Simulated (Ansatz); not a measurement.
# Phosphorus, beta-Sn type under LDA: structure, energy and stiffness, part 1 of 2

The plan for phosphorus in the beta-Sn type structure: relax it, solve it on a dense k-mesh, switch on spin-orbit coupling, then scale the cell to 7 volumes from 88 to 112 % of the relaxed one and try a fit of the equation of state. The k-meshes are 13×13×9 for the relaxation; 21×21×15 for the dense run; 13×13×9 for spin-orbit coupling; 15×15×11 for the volumes.

Program: Ansatz 0.2.0. Level of theory: DFT LDA (PW92), plane waves (420 eV) with PAW, scalar-relativistic; PBE-made PAW files. These are calculated values, not measurements.

## (1) The structure to begin with

Symmetry: I4_1/amd, No. 141, tetragonal system. The conventional cell has a = 4.892 Å, b = 4.892 Å, c = 2.671 Å, α = 90.00°, β = 90.00°, γ = 90.00°. P (site symmetry -4m2) has 6 P at 2.54 to 2.67 Å as nearest neighbours.

As a file:

```cif
data_structure
_symmetry_space_group_name_H-M 'P 1'
_symmetry_Int_Tables_number 1
_cell_length_a 3.7083
_cell_length_b 3.7083
_cell_length_c 3.7083
_cell_angle_alpha 97.454
_cell_angle_beta 97.454
_cell_angle_gamma 137.779
_cell_volume 31.97
loop_
_atom_site_label
_atom_site_type_symbol
_atom_site_fract_x
_atom_site_fract_y
_atom_site_fract_z
_atom_site_occupancy
P1 P 0.00000 0.00000 0.00000 1
P2 P 0.75000 0.25000 0.50000 1
```

## (2) Relaxing cell and atoms

Contents of input.yaml:

```yaml
crystal:
  lattice:
    - [-2.4461665399, 2.4461665399, 1.3356069308]
    - [2.4461665399, -2.4461665399, 1.3356069308]
    - [2.4461665399, 2.4461665399, -1.3356069308]
  atoms:
    - { symbol: P, position: [0.0, 0.0, 0.0] }
    - { symbol: P, position: [0.75, 0.25, 0.5] }
hamiltonian:
  xc: lda
  pseudopotentials:
    kind: paw
    azcp:
      P: "pseudopotentials/P.paw.azcp"
basis:
  ecutwfc: 420
  fft_grid_basis: typed
kpoints:
  mp_grid: { grid: [13, 13, 9], shift: [0, 0, 0] }
magnetization:
  spin_polarized: false
scf:
  occupations: { method: fermi_dirac, width: 0.1 }
relax:
  max_steps: 60
  f_tol: 0.01
  cell: {}
```

Standard output:

```text
Warning: <dir> the record states the generating functional pbe (its physics header spells it `PBE`), which answers neither for hamiltonian.xc's functional nor for the lda family's — results may be inconsistent (PPs are generated against a specific XC)
Warning: crystal.symmetry: narrowed to the stabiliser of the k-point mesh — unitary ops 16 → 4; excluded 12 operations that carry a point of the 13×13×9 mesh (shift [0, 0, 0]) off the mesh (the run samples exactly the mesh kpoints.mp_grid names, as under crystal.symmetry.detect: false, and its converged state has the mesh's symmetry, not the crystal's; ε∞, the Born charges and the force constants of a linear response (`dielectric:` by the response, `phonons.method: dfpt`) are averaged over those of the crystal's operations that the state keeps within a tolerance, where `mesh_tensors`, `unaveraged_element` or `gamma_mean_max_change_ev_ang2` stands beside them; a row that `dielectric.field_direction` solves alone is averaged likewise, with nothing beside; a Γ-centred mesh of equal divisions is mapped onto itself by every operation and keeps the whole group, as does a half-shifted one under kpoints.further_shifts: images)
Warning: RAYON_NUM_THREADS=2 ignored (pool sized by the plan → 2); use --threads N
Engine: ansatz 0.2.0, aarch64-unknown-linux-gnu
Pseudopotentials: kind: paw
Pseudopotential: P, paw, valence charge 5, recommended cutoff 420 eV (normal), <dir>
Functional definition: SPW92
  exchange = slater_x
  correlation = pw_c
Crystal: 2 atoms, lattice volume = 31.968 Å³
Basis set: ecut = 420 eV, 617 PW (Γ)
Bands: 9, of which v1, the nominal top of the filled ones, is band 5 counted from 1 (4 counted from 0)
Symmetry: 4 space group operations
k-points: 413 of 1521
Non-local potential: P, projectors of the file, l = 0: 2, l = 1: 2, l = 2: 2
PAW form: soft (Blöchl's): semilocal exchange-correlation on the pseudo side does not see the compensation charge
PAW frozen core: P, regenerated for the run's functional, and the local potential with it (the file was generated under x = pbe(κ = 0.804, μ = 0.2195149727645171), c = pbe(β = 0.06672455060314922))
PAW one-centre angular grid: P, 110 points (default); XC on 64 Gauss nodes
Initial density: superposition of atomic densities (neutral atoms: chi_scale 0, normalization atom), corrected by the library's trained network
Initial wavefunctions: pseudopotential atomic-orbital guess
Functional: x = slater, c = lda
SCF iter   1: F=—  HF=-1451.261161 eV  |F-HF|=—  |Δ(HF+E_count)|=         —  Δρ=5.02e-3  dr2=5.76e-3  ethr=1.77e-3  ⟨swp⟩=6.6  Hψ=31965  notcnv=0
preconditioner: auto → none  [metal: Δε(μ)=0.006 eV  Ē_g=10.306 eV  σ=0.100 eV  W_gap=0.02  n_scr=4 (ndim 8)  ℏωp=20.8 eV  f_vac=0.000  D(μ)=0.96/eV (n_scr^D=4)  sad-step TF]
SCF iter   2: F=—  HF=-1451.259080 eV  |F-HF|=—  |Δ(HF+E_count)|=   2.08e-3  Δρ=2.82e-3  dr2=1.92e-3  ethr=5.76e-5  ⟨swp⟩=1.9  Hψ=8152  notcnv=0
SCF iter   3: F=—  HF=-1451.258269 eV  |F-HF|=—  |Δ(HF+E_count)|=   8.11e-4  Δρ=1.37e-4  dr2=3.13e-6  ethr=1.92e-5  ⟨swp⟩=2.6  Hψ=5925  notcnv=0
SCF iter   4: F=—  HF=-1451.258264 eV  |F-HF|=—  |Δ(HF+E_count)|=   5.03e-6  Δρ=2.49e-5  dr2=2.07e-7  ethr=3.13e-8  ⟨swp⟩=2.1  Hψ=5937  notcnv=0
iter 5 did not close the SCF: its close was put off for the readings that it lacked (scf_convergence_deferred on its scf_iter line)
SCF iter   5: F=-1451.258264 eV  HF=-1451.258264 eV  |F-HF|=7.16e-9  |Δ(HF+E_count)|=   1.02e-7  Δρ=4.62e-6  dr2=9.77e-9  ethr=2.07e-9  ⟨swp⟩=2.5  Hψ=5978  notcnv=0
SCF iter   6: F=-1451.258264 eV  HF=-1451.258264 eV  |F-HF|=9.32e-10  |Δ(HF+E_count)|=   3.20e-9  Δρ=1.71e-6  dr2=1.28e-9  ethr=9.77e-11  ⟨swp⟩=2.1  Hψ=12852  notcnv=0
SCF 1 converged in 6 iterations: F = -1451.258264 eV  dr2 = 1.28e-9
relax step   1: F+E_penalty+E_count = -1451.25826360 eV  Δ(F+E_penalty+E_count) = +0.000e0 eV  max|allowed force component| = 7.786e-3 eV/Å  Δτ_max = 0.0000 Å  P = -9.248 GPa  Ω = 31.968 Å³  (6 SCF iters, dr2 threshold 1.00e-7 eV, accepted)
Crystal: 2 atoms, lattice volume = 29.337 Å³
Basis set: ecut = 420 eV, 547 PW (Γ)
Initial density: handed on by an earlier stage of this run
Initial wavefunctions: those handed on with the density
iter 1 solved again at ethr=3.67e-5 eV; its pass at ethr=3.10e-3 eV (dr2=3.67e-3 eV) is discarded
SCF iter   1: F=—  HF=-1451.360179 eV  |F-HF|=—  |Δ(HF+E_count)|=         —  Δρ=3.97e-3  dr2=3.84e-3  ethr=3.67e-5  ⟨swp⟩=1.4  Hψ=35965  notcnv=0
preconditioner: auto → none  [metal: Δε(μ)=0.003 eV  Ē_g=10.841 eV  σ=0.100 eV  W_gap=0.01  n_scr=4 (ndim 8)  ℏωp=21.7 eV  f_vac=0.000  D(μ)=0.86/eV (n_scr^D=4)]
SCF iter   2: F=—  HF=-1451.359175 eV  |F-HF|=—  |Δ(HF+E_count)|=   1.00e-3  Δρ=1.82e-3  dr2=7.37e-4  ethr=3.67e-5  ⟨swp⟩=1.0  Hψ=3717  notcnv=0
SCF iter   3: F=—  HF=-1451.358974 eV  |F-HF|=—  |Δ(HF+E_count)|=   2.01e-4  Δρ=1.13e-4  dr2=2.47e-6  ethr=7.37e-6  ⟨swp⟩=1.4  Hψ=4407  notcnv=0
SCF iter   4: F=—  HF=-1451.358974 eV  |F-HF|=—  |Δ(HF+E_count)|=   2.67e-7  Δρ=2.84e-5  dr2=3.89e-7  ethr=2.47e-8  ⟨swp⟩=2.3  Hψ=5730  notcnv=0
iter 5 did not close the SCF: its close was put off for the readings that it lacked (scf_convergence_deferred on its scf_iter line)
SCF iter   5: F=-1451.358973 eV  HF=-1451.358973 eV  |F-HF|=6.07e-10  |Δ(HF+E_count)|=   1.29e-7  Δρ=9.77e-6  dr2=1.09e-8  ethr=3.89e-9  ⟨swp⟩=2.3  Hψ=5270  notcnv=0
SCF iter   6: F=-1451.358973 eV  HF=-1451.358973 eV  |F-HF|=1.71e-11  |Δ(HF+E_count)|=   1.17e-9  Δρ=5.30e-7  dr2=6.71e-11  ethr=1.09e-10  ⟨swp⟩=1.9  Hψ=11106  notcnv=0
SCF 2 converged in 6 iterations: F = -1451.358973 eV  dr2 = 6.71e-11
relax step   2: F+E_penalty+E_count = -1451.35897341 eV  Δ(F+E_penalty+E_count) = -1.007e-1 eV  max|allowed force component| = 6.363e-3 eV/Å  Δτ_max = 0.0013 Å  P = -2.179 GPa  Ω = 29.337 Å³  energy of the carried Pulay correction = +9.141e-4 eV  (6 SCF iters, dr2 threshold 2.00e-7 eV, accepted)
Crystal: 2 atoms, lattice volume = 28.555 Å³
Basis set: ecut = 420 eV, 533 PW (Γ)
iter 1 solved again at ethr=4.20e-6 eV; its pass at ethr=3.10e-3 eV (dr2=4.20e-4 eV) is discarded
SCF iter   1: F=—  HF=-1451.365240 eV  |F-HF|=—  |Δ(HF+E_count)|=         —  Δρ=1.38e-3  dr2=4.29e-4  ethr=4.20e-6  ⟨swp⟩=1.9  Hψ=34627  notcnv=0
preconditioner: auto → none  [metal: Δε(μ)=0.020 eV  Ē_g=11.023 eV  σ=0.100 eV  W_gap=0.05  n_scr=4 (ndim 8)  ℏωp=22.0 eV  f_vac=0.000  D(μ)=0.82/eV (n_scr^D=4)]
SCF iter   2: F=—  HF=-1451.365130 eV  |F-HF|=—  |Δ(HF+E_count)|=   1.11e-4  Δρ=6.29e-4  dr2=8.05e-5  ethr=4.20e-6  ⟨swp⟩=1.0  Hψ=3722  notcnv=0
SCF iter   3: F=—  HF=-1451.365108 eV  |F-HF|=—  |Δ(HF+E_count)|=   2.15e-5  Δρ=4.66e-5  dr2=4.08e-7  ethr=8.05e-7  ⟨swp⟩=1.1  Hψ=3833  notcnv=0
iter 4 did not close the SCF: its close was put off for the readings that it lacked (scf_convergence_deferred on its scf_iter line)
SCF iter   4: F=-1451.365108 eV  HF=-1451.365108 eV  |F-HF|=6.24e-8  |Δ(HF+E_count)|=   1.35e-8  Δρ=1.29e-5  dr2=8.21e-8  ethr=4.08e-9  ⟨swp⟩=2.3  Hψ=5650  notcnv=0
iter 5 did not close the SCF: its close was put off for the readings that it lacked (scf_convergence_deferred on its scf_iter line)
SCF iter   5: F=-1451.365108 eV  HF=-1451.365108 eV  |F-HF|=3.55e-11  |Δ(HF+E_count)|=   2.73e-8  Δρ=3.71e-6  dr2=1.61e-9  ethr=8.21e-10  ⟨swp⟩=2.3  Hψ=5274  notcnv=0
SCF iter   6: F=-1451.365108 eV  HF=-1451.365108 eV  |F-HF|=2.27e-12  |Δ(HF+E_count)|=  8.21e-11  Δρ=1.77e-7  dr2=6.18e-12  ethr=1.61e-11  ⟨swp⟩=1.2  Hψ=10134  notcnv=0
SCF 3 converged in 6 iterations: F = -1451.365108 eV  dr2 = 6.18e-12
relax step   3: F+E_penalty+E_count = -1451.36510809 eV  Δ(F+E_penalty+E_count) = -6.135e-3 eV  max|allowed force component| = 3.631e-2 eV/Å  Δτ_max = 0.0010 Å  P = +0.541 GPa  Ω = 28.555 Å³  energy of the carried Pulay correction = +1.204e-3 eV  (6 SCF iters, dr2 threshold 2.00e-7 eV, accepted)
[... from here on, the SCF cycles and remarks between the steps are left out ...]
relax step   4: F+E_penalty+E_count = -1451.36606678 eV  Δ(F+E_penalty+E_count) = -9.587e-4 eV  max|allowed force component| = 3.948e-2 eV/Å  Δτ_max = 0.0022 Å  P = +0.284 GPa  Ω = 28.620 Å³  energy of the carried Pulay correction = +1.182e-3 eV  (6 SCF iters, dr2 threshold 2.00e-7 eV, accepted)
relax step   5: F+E_penalty+E_count = -1451.37224465 eV  Δ(F+E_penalty+E_count) = -6.178e-3 eV  max|allowed force component| = 6.193e-2 eV/Å  Δτ_max = 0.0144 Å  P = +0.112 GPa  Ω = 28.689 Å³  energy of the carried Pulay correction = +1.164e-3 eV  (6 SCF iters, dr2 threshold 2.00e-7 eV, accepted)
relax step   6: F+E_penalty+E_count = -1451.42834095 eV  Δ(F+E_penalty+E_count) = -5.610e-2 eV  max|allowed force component| = 2.159e-1 eV/Å  Δτ_max = 0.0354 Å  P = -0.334 GPa  Ω = 28.962 Å³  energy of the carried Pulay correction = +1.091e-3 eV  (6 SCF iters, dr2 threshold 2.00e-7 eV, accepted)
relax step   7: F+E_penalty+E_count = -1451.51205601 eV  Δ(F+E_penalty+E_count) = -8.372e-2 eV  max|allowed force component| = 2.808e-1 eV/Å  Δτ_max = 0.0445 Å  P = +2.145 GPa  Ω = 28.844 Å³  energy of the carried Pulay correction = +1.157e-3 eV  (6 SCF iters, dr2 threshold 2.00e-7 eV, accepted)
relax step   8: F+E_penalty+E_count = -1451.61138888 eV  Δ(F+E_penalty+E_count) = -9.933e-2 eV  max|allowed force component| = 1.384e-1 eV/Å  Δτ_max = 0.0483 Å  P = +2.138 GPa  Ω = 29.543 Å³  energy of the carried Pulay correction = +9.068e-4 eV  (6 SCF iters, dr2 threshold 2.00e-7 eV, accepted)
relax step   9: F+E_penalty+E_count = -1451.65511188 eV  Δ(F+E_penalty+E_count) = -4.372e-2 eV  max|allowed force component| = 2.143e-1 eV/Å  Δτ_max = 0.0352 Å  P = +0.952 GPa  Ω = 30.693 Å³  energy of the carried Pulay correction = +4.915e-4 eV  (6 SCF iters, dr2 threshold 2.00e-7 eV, accepted)
relax step  10: F+E_penalty+E_count = -1451.66744633 eV  Δ(F+E_penalty+E_count) = -1.233e-2 eV  max|allowed force component| = 2.878e-1 eV/Å  Δτ_max = 0.0298 Å  P = -2.408 GPa  Ω = 31.427 Å³  energy of the carried Pulay correction = +2.292e-4 eV  (6 SCF iters, dr2 threshold 2.00e-7 eV, accepted)
relax step  11: F+E_penalty+E_count = -1451.67743879 eV  Δ(F+E_penalty+E_count) = -9.992e-3 eV  max|allowed force component| = 4.495e-2 eV/Å  Δτ_max = 0.0193 Å  P = +0.942 GPa  Ω = 30.905 Å³  energy of the carried Pulay correction = +4.107e-4 eV  (6 SCF iters, dr2 threshold 2.00e-7 eV, accepted)
relax step  12: F+E_penalty+E_count = -1451.67809654 eV  Δ(F+E_penalty+E_count) = -6.578e-4 eV  max|allowed force component| = 4.397e-3 eV/Å  Δτ_max = 0.0002 Å  P = -0.143 GPa  Ω = 31.225 Å³  energy of the carried Pulay correction = +3.024e-4 eV  (6 SCF iters, dr2 threshold 2.00e-7 eV, accepted)
relax step  13: F+E_penalty+E_count = -1451.67818635 eV  Δ(F+E_penalty+E_count) = -8.980e-5 eV  max|allowed force component| = 5.423e-3 eV/Å  Δτ_max = 0.0010 Å  P = +0.014 GPa  Ω = 31.218 Å³  energy of the carried Pulay correction = +3.050e-4 eV  (6 SCF iters, dr2 threshold 2.00e-7 eV, accepted)
relax step  14: F+E_penalty+E_count = -1451.67819404 eV  Δ(F+E_penalty+E_count) = -7.696e-6 eV  max|allowed force component| = 1.953e-4 eV/Å  Δτ_max = 0.0001 Å  P = -0.003 GPa  Ω = 31.213 Å³  energy of the carried Pulay correction = +3.075e-4 eV  (6 SCF iters, dr2 threshold 1.84e-8 eV, accepted)
relax step  15: F+E_penalty+E_count = -1451.67819786 eV  Δ(F+E_penalty+E_count) = -3.815e-6 eV  max|allowed force component| = 5.675e-4 eV/Å  Δτ_max = 0.0001 Å  P = -0.003 GPa  Ω = 31.215 Å³  energy of the carried Pulay correction = +3.063e-4 eV  (6 SCF iters, dr2 threshold 1.11e-8 eV, accepted)
relax step  16: F+E_penalty+E_count = -1451.68758288 eV  Δ(F+E_penalty+E_count) = -9.385e-3 eV  max|allowed force component| = 5.496e-4 eV/Å  Δτ_max = 0.0000 Å  P = +0.391 GPa  Ω = 31.215 Å³  stress off target by 9.11e-1 GPa  SCF on the basis re-selected at this cell (its energy is not comparable with the rows above)  (6 SCF iters)
relax step  17: F+E_penalty+E_count = -1451.68826151 eV  Δ(F+E_penalty+E_count) = -6.786e-4 eV  max|allowed force component| = 1.631e-3 eV/Å  Δτ_max = 0.0019 Å  P = +0.027 GPa  Ω = 31.382 Å³  energy of the carried Pulay correction = -6.054e-5 eV  (6 SCF iters, dr2 threshold 2.00e-7 eV, accepted)
relax step  18: F+E_penalty+E_count = -1451.68827191 eV  Δ(F+E_penalty+E_count) = -1.040e-5 eV  max|allowed force component| = 1.755e-5 eV/Å  Δτ_max = 0.0001 Å  P = +0.000 GPa  Ω = 31.388 Å³  energy of the carried Pulay correction = -6.264e-5 eV  (6 SCF iters, dr2 threshold 2.49e-8 eV, accepted)
iter 1 solved again at ethr=3.92e-7 eV; its pass at ethr=3.10e-3 eV (dr2=3.92e-5 eV) is discarded
SCF iter   1: F=—  HF=-1451.688339 eV  |F-HF|=—  |Δ(HF+E_count)|=         —  Δρ=1.33e-5  dr2=4.80e-9  ethr=3.92e-7  ⟨swp⟩=3.2  Hψ=43121  notcnv=0
eigensolver tolerance schedule: the retry pair's looser diagonalisation over-reported the residual by 8157.93 of it (diagonalisation noise at an unbounded share of the residual, at the tolerance the schedule requests for it); recorded, not acted on — ethr = c·dr2/N_el stays at c = 1.0e-1
SCF iter   2: F=—  HF=-1451.688339 eV  |F-HF|=—  |Δ(HF+E_count)|=   7.67e-8  Δρ=6.68e-6  dr2=1.21e-9  ethr=4.80e-11  ⟨swp⟩=3.2  Hψ=7257  notcnv=0
SCF iter   3: F=—  HF=-1451.688339 eV  |F-HF|=—  |Δ(HF+E_count)|=   4.37e-9  Δρ=4.42e-7  dr2=8.40e-11  ethr=1.21e-11  ⟨swp⟩=2.1  Hψ=5853  notcnv=0
iter 4 did not close the SCF: its close was put off for the readings that it lacked (scf_convergence_deferred on its scf_iter line)
SCF iter   4: F=-1451.688339 eV  HF=-1451.688339 eV  |F-HF|=4.55e-13  |Δ(HF+E_count)|=  2.91e-11  Δρ=1.06e-7  dr2=2.01e-12  ethr=1.00e-12  ⟨swp⟩=2.5  Hψ=5514  notcnv=0
iter 5 did not close the SCF: its close was put off for the readings that it lacked (scf_convergence_deferred on its scf_iter line)
SCF iter   5: F=-1451.688339 eV  HF=-1451.688339 eV  |F-HF|=2.27e-13  |Δ(HF+E_count)|=  4.55e-13  Δρ=4.66e-8  dr2=4.34e-13  ethr=1.00e-12  ⟨swp⟩=1.1  Hψ=3779  notcnv=0
iter 6 did not close the SCF: its close was put off for the readings that it lacked (scf_convergence_deferred on its scf_iter line)
SCF iter   6: F=-1451.688339 eV  HF=-1451.688339 eV  |F-HF|=4.55e-13  |Δ(HF+E_count)|=  4.55e-13  Δρ=3.55e-9  dr2=4.68e-15  ethr=1.00e-12  ⟨swp⟩=1.1  Hψ=3785  notcnv=0
iter 7 did not close the SCF: its close was put off for the readings that it lacked (scf_convergence_deferred on its scf_iter line)
SCF iter   7: F=-1451.688339 eV  HF=-1451.688339 eV  |F-HF|=4.55e-13  |Δ(HF+E_count)|=  9.09e-13  Δρ=1.15e-9  dr2=2.91e-16  ethr=1.00e-12  ⟨swp⟩=1.1  Hψ=3773  notcnv=0
SCF iter   8: F=-1451.688339 eV  HF=-1451.688339 eV  |F-HF|=1.36e-12  |Δ(HF+E_count)|=  2.27e-13  Δρ=1.67e-10  dr2=1.41e-17  ethr=1.00e-12  ⟨swp⟩=2.3  Hψ=11107  notcnv=0
SCF 19 converged in 8 iterations: F = -1451.688339 eV  dr2 = 1.41e-17
relax step  19: F+E_penalty+E_count = -1451.68833863 eV  Δ(F+E_penalty+E_count) = -6.671e-5 eV  max|allowed force component| = 3.538e-5 eV/Å  Δτ_max = 0.0000 Å  P = +0.004 GPa  Ω = 31.388 Å³  stress off target by 1.34e-2 GPa  SCF on the basis re-selected at this cell (its energy is not comparable with the rows above)  (8 SCF iters)
basis re-selected at this cell: Δ(F+E_penalty+E_count) = -6.671e-5 eV, ΔP = +0.004 GPa vs the last step (what re-selecting the basis moved, of the pressure what is left beyond the Pulay correction that the steps carried, after the strain that the cell walked since its last selection, with what the two solves' SCF thresholds leave and, on support functions, any second-order correction that the steps lacked; it is no measure of the basis error at this ecutwfc). This SCF's stress stands 1.34e-2 GPa from its target on what of the cell is left free (relax.cell.stress_tol is 5.00e-2 GPa) and its largest allowed force component is 3.54e-5 eV/Å (relax.f_tol is 1.00e-2 eV/Å): within both
SCF converged after 8 iterations
Free energy (F): -1451.688339 eV
Harris-Foulkes:  -1451.688339 eV  (|F-HF|=1.36e-12)
Internal energy: -1451.669633 eV  (E = F + TS)
E sigma→0 (E₀):  -1451.678986 eV
Entropy (-TS):   -0.018705 eV (-9.353 meV/atom)
Fermi energy:    9.746337 eV
--- Per-component energies (eV) ---
  E_band       = 31.369775
  E_kinetic    = 142.024380
  E_local      = -73.789410  (includes V_loc(G=0)·N_el)
  E_nonlocal   = 70.347827
  E_hartree    = 15.989038
  E_xc         = -123.001322
  E_vxc        = -122.638432  (∫ρ·V_xc dr)
  E_paw        = -1079.999164  (= ΣΔE_a)
  E_vpaw       = -16.552674  (= ΣTr[D̂ρ^β])
  E_aug_tail   = 0.000007  (compensation charges beyond the density's cutoff)
  E_ewald      = -403.475692
  E_core_change = 0.234703  (= ΣΔE_core)
  E_smearing   = -0.018705  (= −TS)
  E_closure    = 0.000000  (closes the sum)
  Σ components = -1451.688339   (vs F -1451.688339, Δ=0.00e0)
--- Forces (eV/Å), atoms counted from 1 ---
  atom   1  P      0.00003538    -0.00003538    -0.00000000
  atom   2  P     -0.00003538     0.00003538     0.00000000
  max |Σ_I F_I| component: 0.00e0 eV/Å
--- Stress (GPa, compression-positive) ---
        0.004416       0.001837       0.005673
        0.001837       0.004416       0.005673
        0.005673       0.005673       0.004346
  P = ⅓ Tr σ = 0.0044 GPa (0.044 kbar)
--- Relaxed structure (17 steps of the walk, 17 accepted, 2 SCFs on fresh bases) ---
  F+E_penalty+E_count = -1451.68833863 eV   max|allowed force component| = 3.538e-5 eV/Å   (the final SCF, on the basis selected at the relaxed cell)
  cell:  # Å, volume = 31.3875 Å³
    - [-2.4078277434684154, 2.751784600682336, 1.263018773674605]
    - [2.751784600682336, -2.4078277434684154, 1.263018773674605]
    - [2.3220418822890587, 2.3220418822890587, -0.6330611597365821]
  atoms:
    - { symbol: P, position: [-0.024598762549399366, 0.024598762549399366, 1.961662205210236e-19] }
    - { symbol: P, position: [0.7745987625493994, 0.22540123745060064, 0.49999999999999994] }
```

It took 69 s on 2 threads of an Arm CPU, shared host; peak memory 0.41 GiB.

Relaxation path:

| step | energy change (meV/atom) | largest force (eV/Å) | pressure (GPa) | volume (Å³/atom) |
| --- | --- | --- | --- | --- |
| 1 | 0.00 | 0.0078 | -9.25 | 15.984 |
| 2 | -50.35 | 0.0064 | -2.18 | 14.668 |
| 3 | -53.42 | 0.0363 | 0.54 | 14.278 |
| 4 | -53.90 | 0.0395 | 0.28 | 14.310 |
| 5 | -56.99 | 0.0619 | 0.11 | 14.344 |
| 6 | -85.04 | 0.2159 | -0.33 | 14.481 |
| 7 | -126.90 | 0.2808 | 2.14 | 14.422 |
| 8 | -176.56 | 0.1384 | 2.14 | 14.772 |
| 9 | -198.42 | 0.2143 | 0.95 | 15.347 |
| 10 | -204.59 | 0.2878 | -2.41 | 15.713 |
| 11 | -209.59 | 0.0449 | 0.94 | 15.453 |
| 12 | -209.92 | 0.0044 | -0.14 | 15.612 |
| 13 | -209.96 | 0.0054 | 0.01 | 15.609 |
| 14 | -209.97 | 0.0002 | 0.00 | 15.606 |
| 15 | -209.97 | 0.0006 | 0.00 | 15.608 |
| 16 | -214.66 | 0.0005 | 0.39 | 15.608 |
| 17 | -215.00 | 0.0016 | 0.03 | 15.691 |
| 18 | -215.00 | 0.0000 | 0.00 | 15.694 |
| 19 | -215.04 | 0.0000 | 0.00 | 15.694 |

Steps that repeat a cell are solved on a basis chosen anew, so their changes of energy are no gain of the relaxation.

Changes in the cell that was computed:

|  | before | after | change |
| --- | --- | --- | --- |
| a (Å) | 3.708 | 3.868 | +4.3 % |
| b (Å) | 3.708 | 3.868 | +4.3 % |
| c (Å) | 3.708 | 3.344 | -9.8 % |
| α (°) | 97.45 | 90.00 | -7.6 % |
| β (°) | 97.45 | 90.00 | -7.6 % |
| γ (°) | 137.78 | 141.16 | +2.5 % |
| volume (Å³/atom) | 15.984 | 15.694 | -1.8 % |
| shortest distance (Å) | 2.536 | 2.223 | -12.3 % |
| space group (spins left aside) | I4_1/amd | Cmcm | changed |

(Continued in part 2 of 2.)
